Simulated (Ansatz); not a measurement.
Crystal: Hf.

```xyz
2
Lattice="3.1967 0.0000 0.0000 -1.5983 2.7684 0.0000 0.0000 0.0000 5.0578" Properties=species:S:1:pos:R:3 pbc="T T T"
Hf    1.5984    0.9228    3.7934
Hf    0.0000    1.8456    1.2645
```

Program: Ansatz 0.2.0. Alike in all runs: task band structure; potentials or basis Ansatz PAW; no spin polarisation; cell as given; k mesh 10 × 10 × 5; smearing fermi-dirac 0.05 eV.

Task: Order these runs on this cell by their pressure, lowest first.
A. level BLYP; cutoff (eV) 420
B. level PBEsol; cutoff (eV) 420
C. level r2SCAN; cutoff (eV) 500
D. level LDA; cutoff (eV) 420

Result: D (-7.8 GPa), B (-3.9 GPa), C (-0.3 GPa), A (3.4 GPa).

Caveats: the PAW data sets come from PBE, with cores solved anew for the run's functional, which leaves a small shift of forces and pressure.
